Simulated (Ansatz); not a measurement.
## AlN: excitons and shallow donors from band masses and screening

These are results of Ansatz 0.2.0, DFT PBE, scalar-relativistic, plane waves, PAW, not measurements.

Cutoff 420 eV; k points 10×10×10 on the computed 2-atom cell (Γ-centred); Gaussian smearing, width 0.02 eV; no spin polarisation.

Relaxed cell: F-43m, a = 4.403 Å, b = 4.403 Å, c = 4.403 Å, α = 90.00°, β = 90.00°, γ = 90.00°, 2 atoms in the primitive cell. This zinc-blende form isn't the usual stable structure of the compound.

The calculation gives a Kohn–Sham gap of 3.31 eV, an electron mass of 0.372 mₑ and a hole mass of 0.648 mₑ (harmonic means over x, y, z and over the bands degenerate at each edge), and ε∞ = 4.77 (independent particles, mean of the diagonal).

Estimate the binding energy and radius of a Wannier–Mott exciton and of a shallow donor, and say whether the hydrogenic model can hold.

The reduced mass is μ = mₙmₕ/(mₙ + mₕ) = 0.236 mₑ, with mₙ and mₕ the band masses. With E_b = 13.606 eV × μ/ε² and a = 0.529 Å × ε/μ (μ in mₑ) the exciton has E_b = 141 meV and a = 10.7 Å. For a donor μ is the electron mass: 222 meV and 6.8 Å. The exciton's radius is 3 times the shortest lattice vector (3.11 Å), so the continuum picture is reasonable. In a polar crystal the ions screen too, so a state bound more weakly than an optical phonon feels the larger static constant, which lowers the energy and widens the orbit. The other way, the small Kohn–Sham gap and the missing local fields make ε∞ too large and the masses tend to be too light, which underbinds. The edges lie at different points of the zone, so the exciton is indirect.